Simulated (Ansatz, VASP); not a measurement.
# Two plane-wave programs on MnO

The input INCAR:

```
ALGO     = Normal         # electronic algorithm
EDIFF    = 1E-7           # SCF threshold, eV
ENCUT    = 520            # plane-wave cutoff, eV
GGA      = PS             # functional
ISIF     = 2              # what is computed and relaxed
ISMEAR   = 0              # smearing method
ISPIN    = 2              # spin polarisation
LASPH    = T              # aspherical terms in the spheres
LCHARG   = F              # write CHGCAR
LMAXMIX  = 4              # l up to which the mixer works
LORBIT   = 11             # projections on sites
LREAL    = F              # projectors in reciprocal space
LWAVE    = F              # write WAVECAR
MAGMOM   = 4 4 0 0        # initial moments
NBANDS   = 31             # bands
NELM     = 100            # most SCF steps
NUPDOWN  = 4              # fixed moment
PREC     = Accurate       # precision mode
SIGMA    = 0.05           # smearing width, eV
```

File KPOINTS:

```
k-points
0
Gamma
  6 6 4
```

Contents of POSCAR:

```
MnO
1.0
    3.3717001900      0.0000000000      0.0000000000
   -1.6858500900      2.9199780200      0.0000000000
    0.0000000000      0.0000000000      5.3854988200
Mn O
2 2
Direct
    0.3333333333      0.6666666667      0.0109600000
    0.6666666667      0.3333333333      0.5109600000
    0.3333333333      0.6666666667      0.3754700000
    0.6666666667      0.3333333333      0.8754700000
```

Contents of input.yaml:

```yaml
crystal:
  lattice:
    - [3.37170019, 0.0, 0.0]
    - [-1.68585009, 2.91997802, 0.0]
    - [0.0, 0.0, 5.38549882]
  atoms:
    - { symbol: Mn, position: [0.3333333333, 0.6666666667, 0.01096], spin: 2.0 }
    - { symbol: Mn, position: [0.6666666667, 0.3333333333, 0.51096], spin: 2.0 }
    - { symbol: O, position: [0.3333333333, 0.6666666667, 0.37547] }
    - { symbol: O, position: [0.6666666667, 0.3333333333, 0.87547] }
hamiltonian:
  xc: pbesol
  pseudopotentials: { kind: paw }
magnetization:
  spin_polarized: true
  initial_magnetization: 4.0
  spin_locking: { lock_magnetization: hard }
kpoints:
  mp_grid: { grid: [6, 6, 4] }
scf:
  occupations: { method: gaussian, width: 0.05 }
output:
  forces: true
  stress: true
  eigenvalues: true
```

Measurements of this composition are mostly on another form, of space group No. 225.

Alike in both runs: task single point; functional PBEsol; k mesh 6 × 6 × 4; occupations gaussian, width 0.05 eV; collinear spin, ferromagnetic start; fixed moment 4 μB.

|  | VASP | Ansatz |
| --- | --- | --- |
| version | VASP 6.6.1 | Ansatz 0.2.0 |
| potentials or method | VASP PAW PBE potentials, release 64 (Mn_pv, O) | Ansatz PAW |
| plane-wave cutoff (eV) | 520 | 420 |
| valence electrons in the cell | 38 | 42 |

```csv
,VASP,Ansatz,Ansatz less VASP
gap on the k mesh at the Fermi level (eV),none,none,-
rms of the force components (eV/Å),0.033,0.291,+0.2586
net moment per atom (μB),1.00,1.00,0.000
size of the moment on the site where the two differ most (μB),2.03,3.65,+1.623
```

Site moments also hang on the region over which each program counts them. Atom by atom the forces differ by 0.296 eV/Å (rms over components). A gap of «none» marks a metal or a gap that the smearing closes. The two sets of potentials don't hold the same shells in valence.

Caveats: the total moment is fixed, so each spin has its own Fermi level; only a ferromagnetic start was run, and an antiferromagnetic order may lie lower in energy; the moment is held away from its start (VASP); the PAW data sets were made with another functional, which shifts forces and pressure a little (VASP); the PAW data sets come from PBE, with cores solved anew for the run's functional, which leaves a small shift of forces and pressure (Ansatz).
